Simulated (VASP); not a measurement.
Energy against volume of LiI (rock salt). Level of theory: PBE GGA, VASP's PBE PAW potentials (set 64) (plane waves; VASP). Numerical set-up: 520 eV cut-off, 8×8×8 Γ-centred mesh, Gaussian smearing of 0.050 eV, potentials Li_sv I.

```tsv
V (Å³/atom)	E (eV/atom)
26.453	-2.91377
27.271	-2.91540
28.089	-2.91399
28.907	-2.91001
```

Task: Fit these four points and predict the energy of the run at 25.635 Å³/atom.

Result: A cubic in V^(−2/3), the third-order Birch-Murnaghan form, passes through the four points with V0 = 27.28 Å³/atom and B0 = 20 GPa, and gives -2.9085 eV/atom there. The run gave -2.9086 eV/atom, -0.0 meV/atom from the fit; all five points give B0 = 20 GPa.

The compound is LiI in the rock salt structure. It was relaxed first.
